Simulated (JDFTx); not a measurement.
# BP (F-43m) in JDFTx: further runs, part 2 of 2

JDFTx 1.7.0 (patched build).

## Step 5: Band structure, BLYP

File bands.in:

```
lattice \
    0.0000000000     4.2877885768     4.2877885768 \
    4.2877885768     0.0000000000     4.2877885768 \
    4.2877885768     4.2877885768     0.0000000000
coords-type Lattice
ion P      0.7500000000     0.7500000000     0.7500000000 1
ion B      0.0000000000     0.0000000000     0.0000000000 1

ion-species pseudo/P.upf
ion-species pseudo/B.upf
elec-cutoff 38 304
elec-ex-corr gga-x-b88 gga-c-lyp
elec-smearing Fermi 0.0018374661
elec-n-bands 9
electronic-minimize nIterations 30 energyDiffThreshold 1e-06
davidson-band-ratio 1.3
forces-output-coords Cartesian
include path.kpoints
symmetries none
fix-electron-density run.$VAR

dump-name bands.$VAR
dump End Ecomponents EigStats BandEigs Kpoints Forces
```

File path.kpoints:

```
kpoint +0.0000000000 +0.0000000000 +0.0000000000 0.020000000000
kpoint +0.0714285714 +0.0000000000 +0.0714285714 0.020000000000
kpoint +0.1428571429 +0.0000000000 +0.1428571429 0.020000000000
kpoint +0.2142857143 +0.0000000000 +0.2142857143 0.020000000000
kpoint +0.2857142857 +0.0000000000 +0.2857142857 0.020000000000
kpoint +0.3571428571 +0.0000000000 +0.3571428571 0.020000000000
kpoint +0.4285714286 +0.0000000000 +0.4285714286 0.020000000000
kpoint +0.5000000000 +0.0000000000 +0.5000000000 0.020000000000
kpoint +0.5000000000 +0.0833333333 +0.5833333333 0.020000000000
kpoint +0.5000000000 +0.1666666667 +0.6666666667 0.020000000000
kpoint +0.5000000000 +0.2500000000 +0.7500000000 0.020000000000
kpoint +0.4375000000 +0.3125000000 +0.7500000000 0.020000000000
kpoint +0.3750000000 +0.3750000000 +0.7500000000 0.020000000000
kpoint +0.3281250000 +0.3281250000 +0.6562500000 0.020000000000
kpoint +0.2812500000 +0.2812500000 +0.5625000000 0.020000000000
kpoint +0.2343750000 +0.2343750000 +0.4687500000 0.020000000000
kpoint +0.1875000000 +0.1875000000 +0.3750000000 0.020000000000
kpoint +0.1406250000 +0.1406250000 +0.2812500000 0.020000000000
kpoint +0.0937500000 +0.0937500000 +0.1875000000 0.020000000000
kpoint +0.0468750000 +0.0468750000 +0.0937500000 0.020000000000
kpoint +0.0000000000 +0.0000000000 +0.0000000000 0.020000000000
kpoint +0.0833333333 +0.0833333333 +0.0833333333 0.020000000000
kpoint +0.1666666667 +0.1666666667 +0.1666666667 0.020000000000
kpoint +0.2500000000 +0.2500000000 +0.2500000000 0.020000000000
kpoint +0.3333333333 +0.3333333333 +0.3333333333 0.020000000000
kpoint +0.4166666667 +0.4166666667 +0.4166666667 0.020000000000
kpoint +0.5000000000 +0.5000000000 +0.5000000000 0.020000000000
kpoint +0.5250000000 +0.4500000000 +0.5250000000 0.020000000000
kpoint +0.5500000000 +0.4000000000 +0.5500000000 0.020000000000
kpoint +0.5750000000 +0.3500000000 +0.5750000000 0.020000000000
kpoint +0.6000000000 +0.3000000000 +0.6000000000 0.020000000000
kpoint +0.6250000000 +0.2500000000 +0.6250000000 0.020000000000
kpoint +0.5625000000 +0.2500000000 +0.6875000000 0.020000000000
kpoint +0.5000000000 +0.2500000000 +0.7500000000 0.020000000000
kpoint +0.5000000000 +0.2916666667 +0.7083333333 0.020000000000
kpoint +0.5000000000 +0.3333333333 +0.6666666667 0.020000000000
kpoint +0.5000000000 +0.3750000000 +0.6250000000 0.020000000000
kpoint +0.5000000000 +0.4166666667 +0.5833333333 0.020000000000
kpoint +0.5000000000 +0.4583333333 +0.5416666667 0.020000000000
kpoint +0.5000000000 +0.5000000000 +0.5000000000 0.020000000000
kpoint +0.4791666667 +0.4791666667 +0.5416666667 0.020000000000
kpoint +0.4583333333 +0.4583333333 +0.5833333333 0.020000000000
kpoint +0.4375000000 +0.4375000000 +0.6250000000 0.020000000000
kpoint +0.4166666667 +0.4166666667 +0.6666666667 0.020000000000
kpoint +0.3958333333 +0.3958333333 +0.7083333333 0.020000000000
kpoint +0.3750000000 +0.3750000000 +0.7500000000 0.020000000000
kpoint +0.6250000000 +0.2500000000 +0.6250000000 0.020000000000
kpoint +0.5833333333 +0.1666666667 +0.5833333333 0.020000000000
kpoint +0.5416666667 +0.0833333333 +0.5416666667 0.020000000000
kpoint +0.5000000000 +0.0000000000 +0.5000000000 0.020000000000
```

Potentials or basis: PseudoDojo-SR-PBE-0.5-standard.

Run with:

```bash
$ jdftx -c 1 -i bands.in -o bands.out
```

Output:

```text
*************** JDFTx 1.7.0 (patched build) ***************

Input parsed successfully to the following command list (including defaults):
[... the input with its defaults ...]

---------- Initializing the Grid ----------
R =
[            0      4.28779      4.28779  ]
[      4.28779            0      4.28779  ]
[      4.28779      4.28779            0  ]
unit cell volume = 157.663
G =
[  -0.732684   0.732684   0.732684  ]
[   0.732684  -0.732684   0.732684  ]
[   0.732684   0.732684  -0.732684  ]
Minimum fftbox size, Smin = [  48  48  48  ]
Chosen fftbox size, S = [  48  48  48  ]

---------- Initializing tighter grid for wavefunction operations ----------
R =
[            0      4.28779      4.28779  ]
[      4.28779            0      4.28779  ]
[      4.28779      4.28779            0  ]
unit cell volume = 157.663
G =
[  -0.732684   0.732684   0.732684  ]
[   0.732684  -0.732684   0.732684  ]
[   0.732684   0.732684  -0.732684  ]
Minimum fftbox size, Smin = [  36  36  36  ]
Chosen fftbox size, S = [  36  36  36  ]

---------- Exchange Correlation functional ----------
Initialized LibXC exchange functional 'Becke 88'
Initialized LibXC correlation functional 'Lee, Yang & Parr'

---------- Setting up pseudopotentials ----------
Width of ionic core gaussian charges (only for fluid interactions / plotting) set to 0

Reading pseudopotential file 'pseudo/P.upf':
  'P' pseudopotential, 'PBE' functional
  Generated using ONCVPSP code by D. R. Hamann
  5 valence electrons, 2 orbitals, 6 projectors, 1001 radial grid points, with lMax = 2
    3S    l: 0   occupation:  2.0   eigenvalue: -0.513364
    3P    l: 1   occupation:  3.0   eigenvalue: -0.202372
  Core radius for overlap checks: 1.66 bohrs.

Reading pseudopotential file 'pseudo/B.upf':
  'B' pseudopotential, 'PBE' functional
  Generated using ONCVPSP code by D. R. Hamann
  3 valence electrons, 2 orbitals, 4 projectors, 1001 radial grid points, with lMax = 1
    2S    l: 0   occupation:  2.0   eigenvalue: -0.347027
    2P    l: 1   occupation:  1.0   eigenvalue: -0.132548
  Core radius for overlap checks: 1.18 bohrs.

Initialized 2 species with 2 total atoms.

Folded 50 k-points by 1x1x1 to 50 k-points.

---------- Setting up k-points, bands, fillings ----------
No reducable k-points.
Computing the number of bands and number of electrons
Calculating initial fillings.
nElectrons:   8.000000   nBands: 9   nStates: 50

----- Setting up reduced wavefunction bases (one per k-point) -----
average nbasis = 1764.720 , ideal nbasis = 1764.004

---------- Setting up ewald sum ----------
Optimum gaussian width for ewald sums = 1.947439 bohr.
Real space sum over 1331 unit cells with max indices [  5  5  5  ]
Reciprocal space sum over 2197 terms with max indices [  6  6  6  ]

---------- Allocating electronic variables ----------
Reading n from file 'run.n' ... done
Initializing wave functions:  linear combination of atomic orbitals
Note: number of bands (9) exceeds available atomic orbitals (8)

----------- Band structure minimization -------------
Minimization will be done independently for each quantum number.

---- Minimization of quantum number:     0  [ +0.0000000 +0.0000000 +0.0000000 ]  0.040000000 ----
BandDavidson: Iter:   0  Eband: +0.187809825654642
BandDavidson: Iter:   1  Eband: +0.153626871811917  dEband: -3.418295e-02
BandDavidson: Iter:   2  Eband: +0.150306049512807  dEband: -3.320822e-03
BandDavidson: Iter:   3  Eband: +0.149674629293629  dEband: -6.314202e-04
[... 876 lines of inner loops ...]
BandDavidson: Iter:  11  Eband: +0.151490940894399  dEband: -1.333347e-06
BandDavidson: Iter:  12  Eband: +0.151490158787626  dEband: -7.821068e-07
BandDavidson: Converged (dEband<1.000000e-06)
	FillingsUpdate:  mu: +0.383870557  nElectrons: 8.000000

Dumping 'bands.eigStats' ...
	eMin: -0.208186 at state 20 ( [ +0.000000 +0.000000 +0.000000 ] spin 0 )
	HOMO: +0.354500 at state 0 ( [ +0.000000 +0.000000 +0.000000 ] spin 0 )
	mu  : +0.383871
	LUMO: +0.410691 at state 6 ( [ +0.428571 +0.000000 +0.428571 ] spin 0 )
	eMax: +0.917496 at state 7 ( [ +0.500000 +0.000000 +0.500000 ] spin 0 )
	HOMO-LUMO gap: +0.056191
	Optical gap  : +0.131720 at state 0 ( [ +0.000000 +0.000000 +0.000000 ] spin 0 )
Done!
[note: mu, HOMO and LUMO in a band run belong to the points of the path alone and aren't those of the crystal]
```

Run time: 25 s. Hardware: 1 thread of Intel Xeon Platinum 8259CL at 2.50GHz (Skylake/Cascade Lake), shared host; peak memory 0.1 GiB.

What came out:

- Band gap along the path: 1.53 eV, indirect (least direct gap 3.58 eV)

Levels at the corners of the path, in eV from the valence-band top:
```
point  band 1  band 2  band 3  band 4  band 5
    Γ  -15.31    0.00    0.00    0.00    3.58
    X  -10.53   -8.45   -4.02   -4.02    1.63
    W  -10.27   -7.95   -5.50   -5.30    5.54
    K  -10.54   -8.05   -6.04   -3.42    2.43
    Γ  -15.31    0.00    0.00    0.00    3.58
    L  -12.04   -8.85   -1.72   -1.72    3.95
    U  -10.54   -8.05   -6.04   -3.42    2.43
    W  -10.27   -7.95   -5.50   -5.30    5.54
    L  -12.04   -8.85   -1.72   -1.72    3.95
    K  -10.54   -8.05   -6.04   -3.42    2.43
    U  -10.54   -8.05   -6.04   -3.42    2.43
    X  -10.53   -8.45   -4.02   -4.02    1.63
```

## Step 6: Single point, GLLB-SC

File BP.in:

```
lattice \
    0.0000000000     2.2690000000     2.2690000000 \
    2.2690000000     0.0000000000     2.2690000000 \
    2.2690000000     2.2690000000     0.0000000000
latt-scale 1.889726124626 1.889726124626 1.889726124626
coords-type Lattice
ion P      0.7500000000     0.7500000000     0.7500000000 1
ion B      0.0000000000     0.0000000000     0.0000000000 1

ion-species pseudo/P.upf
ion-species pseudo/B.upf
elec-cutoff 38 304
elec-ex-corr orb-GLLBsc
kpoint-folding 10 10 10
elec-n-bands 9
electronic-SCF nIterations 100 energyDiffThreshold 1e-09 residualThreshold 1e-05
electronic-minimize nIterations 30 energyDiffThreshold 1e-7
converge-empty-states yes
forces-output-coords Cartesian

dump-name run.$VAR
dump End Ecomponents EigStats BandEigs Kpoints Forces
```

Potentials or basis: PseudoDojo-SR-PBE-0.5-standard.

Run with:

```bash
$ jdftx -c 1 -i BP.in -o BP.out
```

Output:

```text
*************** JDFTx 1.7.0 (patched build) ***************

Input parsed successfully to the following command list (including defaults):
[... the input with its defaults ...]

---------- Setting up symmetries ----------

Found 48 point-group symmetries of the bravais lattice
Found 24 space-group symmetries with basis
Applied RMS atom displacement 0 bohrs to make symmetries exact.

---------- Initializing the Grid ----------
R =
[            0      4.28779      4.28779  ]
[      4.28779            0      4.28779  ]
[      4.28779      4.28779            0  ]
unit cell volume = 157.663
G =
[  -0.732684   0.732684   0.732684  ]
[   0.732684  -0.732684   0.732684  ]
[   0.732684   0.732684  -0.732684  ]
Minimum fftbox size, Smin = [  48  48  48  ]
Chosen fftbox size, S = [  48  48  48  ]

---------- Initializing tighter grid for wavefunction operations ----------
R =
[            0      4.28779      4.28779  ]
[      4.28779            0      4.28779  ]
[      4.28779      4.28779            0  ]
unit cell volume = 157.663
G =
[  -0.732684   0.732684   0.732684  ]
[... 96 lines left out ...]
Setting wave functions to eigenvectors of Hamiltonian
Converging empty states (this may take a while):
EmptyStates: None of the convergence criteria satisfied.
|deigs|: 9.975e-04

# Ionic positions in lattice coordinates:
ion P   0.750000000000000   0.750000000000000   0.750000000000000 1
ion B   0.000000000000000   0.000000000000000   0.000000000000000 1

# Forces in Cartesian coordinates:
force P  -0.000000000000000  -0.000000000000000   0.000000000000000 1
force B   0.000000000000000  -0.000000000000000   0.000000000000000 1

# Energy components:
   Eewald =      -10.4916197708141095
       EH =        0.6451957601496875
     Eloc =       -2.3772784239071227
      Enl =        1.0001017610139820
      Exc =       -2.8098398788007484
       KE =        4.6551451504365779
-------------------------------------
     Etot =       -9.3782954019217328

IonicMinimize: Iter:   0  Etot: -9.378295401921733  |grad|_K:       -nan
IonicMinimize: None of the convergence criteria satisfied after 0 iterations.

#--- Lowdin population analysis ---
# oxidation-state P +0.764
# oxidation-state B -0.701

Dumping 'run.eigStats' ...
	eMin: -0.249581 at state 0 ( [ +0.000000 +0.000000 +0.000000 ] spin 0 )
	HOMO: +0.315184 at state 0 ( [ +0.000000 +0.000000 +0.000000 ] spin 0 )
	mu  : +0.341350
	LUMO: +0.368417 at state 27 ( [ +0.000000 +0.400000 +0.400000 ] spin 0 )
	eMax: +0.884029 at state 30 ( [ +0.000000 +0.500000 +0.500000 ] spin 0 )
	HOMO-LUMO gap: +0.053233
	Optical gap  : +0.132293 at state 0 ( [ +0.000000 +0.000000 +0.000000 ] spin 0 )
WARNING: the last solve of the electrons (or of bands or displaced states from it) ended unconverged.
Done!
[note: without smearing the FillingsUpdate lines are those of the first guess, not of the final state]
[note: this functional has no energy, so the totals, forces and stress in the log carry no meaning]
```

Run time: 79 s. Hardware: 1 thread of Intel Xeon Platinum 8259CL at 2.50GHz (Skylake/Cascade Lake), shared host; peak memory 0.1 GiB.

Results:

- Band gap on the k mesh, Kohn-Sham part alone: 1.45 eV, indirect (least direct gap 3.60 eV)
- Loewdin charges: P +0.76; B -0.70 e

Caveat: the gap lacks the derivative discontinuity; the empty levels aren't tightly converged; a model potential gives levels but no total energy.
